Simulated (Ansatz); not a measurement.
## What strain does to RbBr (Fm-3m)

RbBr (started from an entry of an open crystallographic database), relaxed with r2SCAN in Ansatz 0.2.0. It is cubic, Fm-3m (No. 225); a = 6.922 Å in the conventional setting, 41.45 Å³ an atom. Rb has 6 Br at 3.46 Å; Br has 6 Rb at 3.46 Å.

The axes x, y and z are those of this cell:
```yaml
crystal:
  lattice:
    - [0.00000, 3.46083, 3.46083]
    - [3.46083, 0.00000, 3.46083]
    - [3.46083, 3.46083, 0.00000]
  atoms:
    - { symbol: Rb, position: [0.00000, 0.00000, 0.00000] }
    - { symbol: Br, position: [0.50000, 0.50000, 0.50000] }
```

Unstrained: The PBE gap is direct at Γ: 4.291 eV. With r2SCAN the gap is 4.893 eV and direct, at Γ. The HSE06 gap is direct at Γ: 5.443 eV. Meshes: PBE 6×6×6, r2SCAN 6×6×6, HSE06 4×4×4. Strains are changes of length per length. After each strain the atoms were relaxed again with r2SCAN within the symmetry that the strain leaves, so tilts or polar shifts that break it weren't tested; points keep the names that they have in the unstrained zone. The values are computed, spin-unpolarised, and not measurements.

Changes of the least gap in eV (an overlap counts as a negative gap):
```tsv
strain	volume change (%)	space group	PBE	r2SCAN	HSE06	energy rise, r2SCAN (meV/atom)
biaxial -4.31 % in x and y, z held	-8.4	I4/mmm	+0.198	+0.205	+0.218	23.1
uniaxial +2.98 % along x	+3.0	I4/mmm	-0.081	-0.085	-0.087	3.3
```

Biaxial -4.31 % in x and y, z held. HSE06: the gap goes from 5.443 to 5.661 eV (+0.218 eV); with r2SCAN the top three valence levels at Γ, degenerate before, become 2+1 from the top over 69 meV. Stress change with r2SCAN, compression positive: xx +2.33, yy +2.33, zz +0.36 GPa.

Uniaxial +2.98 % along x, other directions held. HSE06: the gap goes from 5.443 to 5.356 eV (-0.087 eV); with r2SCAN the top three valence levels at Γ, degenerate before, become 2+1 from the top over 25 meV. Stress change with r2SCAN, compression positive: xx -0.83, yy -0.11, zz -0.11 GPa.

The runs are scalar-relativistic, without spin-orbit coupling.

The meshes of the hybrids are coarse, so their gaps aren't converged to the digits shown.

The splittings at Γ are without spin-orbit coupling, which regroups them where it is of like size or larger.
